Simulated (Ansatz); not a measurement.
# HgSe (F-43m) in Ansatz: a series of runs

One crystal, HgSe, is run at these levels: PBE; tasks: single point.

All numbers are computed with Ansatz 0.2.0; they aren't measurements. Logs are shortened: lines on timing, memory, paths and dates and some standing lists are left out, and cuts for length are marked.

## (1) The crystal as given

Symmetry: F-43m, No. 216, cubic system. Conventional cell: a = 6.078 Å, b = 6.078 Å, c = 6.078 Å, α = 90.00°, β = 90.00°, γ = 90.00°. Around Hg (site symmetry -43m) lie 4 Se at 2.63 Å. Se (site symmetry -43m) is surrounded by 4 Hg at 2.63 Å.

## (2) Single point, PBE

File input.yaml:

```yaml
crystal:
  lattice:
    - [0.0, 3.039, 3.039]
    - [3.039, 0.0, 3.039]
    - [3.039, 3.039, 0.0]
  atoms:
    - { symbol: Hg, position: [0.0, 0.0, 0.0] }
    - { symbol: Se, position: [0.75, 0.75, 0.75] }
hamiltonian:
  xc: pbe
  pseudopotentials: { kind: paw }
kpoints:
  mp_grid: { grid: [8, 8, 8] }
scf:
  occupations: { method: fermi_dirac, width: 0.05 }
basis:
  ecutwfc: "350 eV"
output:
  forces: true
  stress: true
  eigenvalues: true
  write_density: true
  write_potential: true
  elf: true
  volumetric_format: npy
```

Potentials or basis: Ansatz PAW.

Command:

```sh
$ ansatz run input.yaml --threads 2 --pin off --max-ram 5120MiB --backend cpu --events-out ev --progress --plain --runs-dir out
```

What it wrote:

```text
Warning: basis.ecutwfc = 350 eV is below the records' recommended 420 eV, and the density's cutoff is lower with it unless basis.ecutrho_ratio is high enough to keep the records' density cutoff: compare with a run at a higher cutoff
Warning: RAYON_NUM_THREADS=2 ignored (pool sized by the plan → 2); use --threads N
Engine: ansatz 0.2.0, aarch64-unknown-linux-gnu
Pseudopotentials: kind: paw
Pseudopotential: Hg, paw, valence charge 20, recommended cutoff 420 eV (normal), Hg.paw.azcp
Pseudopotential: Se, paw, valence charge 16, recommended cutoff 420 eV (normal), Se.paw.azcp
Functional definition: PBE
  parameter kappa = 0.804
  parameter beta = 0.06672455060314922
  exchange = pbe_x(kappa = kappa, mu = beta*pi^2/3)
  correlation = pbe_c(beta = beta)
Crystal: 2 atoms, lattice volume = 56.133 Å³
Basis set: ecut = 350 eV, 869 PW (Γ), exchange–correlation on 54×54×54 points (8 copies of the dense FFT grid, shifted against one another)
Bands: 22, of which v1, the nominal top of the filled ones, is band 18 counted from 1 (17 counted from 0)
Symmetry: 24 space group operations
Space group: F-43m (ITA 216), of the structure as read, at distance tolerance 3.8e-5 Å
k-points: 29 of 512 (time reversal used)
Non-local potential: Hg, projectors of the file, l = 0: 3, l = 1: 2, l = 2: 2, l = 3: 1
Non-local potential: Se, projectors of the file, l = 0: 2, l = 1: 2, l = 2: 3, l = 3: 1
PAW form: soft (Blöchl's): semilocal exchange-correlation on the pseudo side does not see the compensation charge
PAW one-centre angular grid: Hg, 590 points (default); XC on 64 Gauss nodes
PAW one-centre angular grid: Se, 590 points (default); XC on 64 Gauss nodes
Initial density: superposition of atomic densities (neutral atoms: chi_scale 0, normalization atom), corrected by the library's trained network
Initial wavefunctions: pseudopotential atomic-orbital guess
Functional: x = pbe(κ = 0.804, μ = 0.2195149727645171), c = pbe(β = 0.06672455060314922)
SCF iter   1: F=—  HF=-19282.882063 eV  |F-HF|=—  |Δ(HF+E_count)|=         —  Δρ=1.28e-3  dr2=1.48e-3  ethr=1.77e-3  ⟨swp⟩=6.0  Hψ=2727  notcnv=0
preconditioner: auto → none  [insulator: Δε(μ)=0.614 eV  Ē_g=11.331 eV  σ=0.050 eV  W_gap=0.75  n_scr=14 (ndim 8)  ℏωp=21.0 eV  f_vac=0.193  D(μ)=0.06/eV (n_scr^D=0)  ε∞_Penn≈4.4]
SCF iter   2: F=—  HF=-19282.882780 eV  |F-HF|=—  |Δ(HF+E_count)|=   7.16e-4  Δρ=5.11e-4  dr2=1.37e-4  ethr=4.11e-6  ⟨swp⟩=2.0  Hψ=1141  notcnv=0
SCF iter   3: F=—  HF=-19282.882852 eV  |F-HF|=—  |Δ(HF+E_count)|=   7.29e-5  Δρ=2.53e-4  dr2=3.26e-5  ethr=3.80e-7  ⟨swp⟩=2.2  Hψ=1021  notcnv=0
SCF iter   4: F=—  HF=-19282.882879 eV  |F-HF|=—  |Δ(HF+E_count)|=   2.69e-5  Δρ=7.21e-5  dr2=2.50e-6  ethr=9.06e-8  ⟨swp⟩=2.0  Hψ=895  notcnv=0
iter 5 did not close the SCF: its close was put off for the readings that it lacked (scf_convergence_deferred on its scf_iter line)
SCF iter   5: F=-19282.882885 eV  HF=-19282.882885 eV  |F-HF|=1.32e-7  |Δ(HF+E_count)|=   5.87e-6  Δρ=1.09e-5  dr2=4.46e-8  ethr=6.95e-9  ⟨swp⟩=2.0  Hψ=901  notcnv=0
SCF iter   6: F=-19282.882885 eV  HF=-19282.882885 eV  |F-HF|=1.60e-8  |Δ(HF+E_count)|=   1.45e-7  Δρ=3.46e-6  dr2=4.55e-9  ethr=1.24e-10  ⟨swp⟩=5.3  Hψ=3714  notcnv=0
SCF 1 converged in 6 iterations: F = -19282.882885 eV  dr2 = 4.55e-9
SCF converged after 6 iterations
Free energy (F): -19282.882885 eV
Harris-Foulkes:  -19282.882885 eV  (|F-HF|=1.60e-8)
Internal energy: -19282.882284 eV  (E = F + TS)
E sigma→0 (E₀):  -19282.882585 eV
Entropy (-TS):   -0.000602 eV (-0.301 meV/atom)
Fermi energy:    8.954876 eV
--- Per-component energies (eV) ---
  E_band       = -869.584538
  E_kinetic    = 722.524985
  E_local      = -5776.281695  (includes V_loc(G=0)·N_el)
  E_nonlocal   = -522.598574
  E_hartree    = 2644.598555
  E_xc         = -324.629126
  E_vxc        = -360.501981  (∫ρ·V_xc dr)
  E_paw        = -11855.732887  (= ΣΔE_a)
  E_vpaw       = -221.928994  (= ΣTr[D̂ρ^β])
  E_aug_tail   = 0.002726  (compensation charges beyond the density's cutoff)
  E_ewald      = -4170.766268
  E_smearing   = -0.000602  (= −TS)
  E_closure    = -0.000000  (closes the sum)
  Σ components = -19282.882885   (vs F -19282.882885, Δ=0.00e0)
--- Forces (eV/Å), atoms counted from 1 ---
  atom   1  Hg    -0.00000000     0.00000000     0.00000000
  atom   2  Se     0.00000000     0.00000000     0.00000000
  max |Σ_I F_I| component: 3.47e-17 eV/Å
--- Stress (GPa, compression-positive) ---
        4.729963      -0.000000      -0.000000
        0.000000       4.729963       0.000000
       -0.000000       0.000000       4.729963
  P = ⅓ Tr σ = 4.7300 GPa (47.300 kbar)
--- Band table (eV; the first three rows and the last of 29) ---
  k-point 0: bands = ["-105.5794", "-54.0492", "-54.0492", "-54.0492", "-38.6160", "-38.6160", "-38.6160", "-38.6125", "-38.6125", "-4.5781", "1.7181", "1.7181", "1.7181", "2.4659", "2.4659", "7.9699", "8.8998", "8.8998", "8.8998", "14.3995", "14.3995", "14.3995"]
  k-point 1: bands = ["-105.5794", "-54.0492", "-54.0492", "-54.0492", "-38.6160", "-38.6160", "-38.6160", "-38.6125", "-38.6125", "-4.5112", "1.7469", "1.7488", "1.7488", "2.4636", "2.4636", "7.0543", "8.7405", "8.7405", "9.5191", "14.0609", "14.6171", "14.6171"]
  k-point 2: bands = ["-105.5794", "-54.0494", "-54.0492", "-54.0492", "-38.6161", "-38.6160", "-38.6160", "-38.6125", "-38.6125", "-4.3446", "1.8170", "1.8170", "1.8907", "2.4691", "2.4691", "5.6478", "8.3844", "8.3844", "9.9771", "14.2666", "15.0051", "15.0051"]
  k-point 28: bands = ["-105.5794", "-54.0495", "-54.0495", "-54.0494", "-38.6162", "-38.6161", "-38.6160", "-38.6125", "-38.6125", "-3.9356", "2.0124", "2.1182", "2.3851", "2.4113", "3.0871", "3.5973", "6.1504", "6.4752", "12.5297", "14.0365", "14.9978", "16.3704"]
```

It took 1.5 s on 2 threads of Arm Neoverse V2, shared host; peak memory 0.32 GiB.

What came out:

| Item | Value |
| --- | --- |
| Free energy | -19282.8829 eV |
| Pressure | 4.7 GPa |
| Band gap on the k mesh | none (metal or under the smearing width) |

Levels at points of the mesh, in eV from the Fermi level:
```
             k point  band 16  band 17  band 18  band 19  band 20  band 21
  (0.00, 0.00, 0.00)    -0.98    -0.06    -0.06    -0.06     5.44     5.44
 (0.00, 0.00, -0.50)    -5.58    -1.03    -1.03     1.07     6.21     6.21
(0.00, -0.50, -0.50)    -5.15    -2.36    -2.36     2.74     2.95     8.40
```

Caveat: the cutoff lies under the one recommended for these potentials.

## (3) Single point, PBE

Changes to input.yaml since step 2:

```diff
@@ -12,7 +12,5 @@
 kpoints:
-  mp_grid: { grid: [8, 8, 8] }
+  mp_grid: { grid: [13, 13, 13] }
 scf:
   occupations: { method: fermi_dirac, width: 0.05 }
-basis:
-  ecutwfc: "350 eV"
 output:
@@ -21,5 +19 @@
   eigenvalues: true
-  write_density: true
-  write_potential: true
-  elf: true
-  volumetric_format: npy
```

Potentials or basis: Ansatz PAW.

Command:

```sh
$ ansatz run input.yaml --threads 2 --pin off --max-ram 5120MiB --backend cpu --events-out ev --progress --plain --runs-dir out
```

Wall time 3.3 s (2 threads of Arm Neoverse V2, shared host); peak memory 0.4 GiB.

It converged, with:

| Quantity | Value |
| --- | --- |
| Free energy | -19282.8899 eV |
| Pressure | 4.7 GPa |
| Band gap on the k mesh | none (metal or under the smearing width) |

Levels at points of the mesh, in eV from the Fermi level:
| k point | band 15 | band 16 | band 17 | band 18 | band 19 | band 20 | band 21 | band 22 |
| --- | --- | --- | --- | --- | --- | --- | --- | --- |
| (0.00, 0.00, 0.00) | -6.54 | -1.04 | -0.11 | -0.11 | -0.11 | 5.39 | 5.39 | 5.39 |
